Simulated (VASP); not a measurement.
Here is a VASP 6.6.1 calculation.

Contents of INCAR:

```
  PREC = Accurate
  ENCUT = 520
  EDIFF = 1E-8
  ISMEAR = 0
  SIGMA = 0.03
  LREAL = F
  LASPH = T
  NELM = 80
  ALGO = Normal
  ISIF = 2
  LWAVE = F
  LCHARG = F
  GGA = PE
  LEPSILON = T
```

Contents of KPOINTS:

```
Automatic mesh
0
Monkhorst-Pack
  22 22 22
```

POSCAR

```
C                                       
1.0
    0.0000000000      1.7774542777      1.7774542777
    1.7774542777      0.0000000000      1.7774542777
    1.7774542777      1.7774542777      0.0000000000
  C             
     2
Direct
     0.0000000000000000    0.0000000000000000    0.0000000000000000
     0.2500000000000000    0.2500000000000000    0.2500000000000000
```

Potentials or basis: VASP PAW PBE potentials, release 64 (C).

Launch:

```sh
$ cat potpaw_PBE.64/C/POTCAR > POTCAR
$ mpirun -np 1 vasp_std > vasp.out
```

(1) Estimate the electronic dielectric tensor (diagonal).

(2) Estimate the Born charges (mean of the diagonal).

Answers

(1) 5.83.

(2) C +0.00 e.
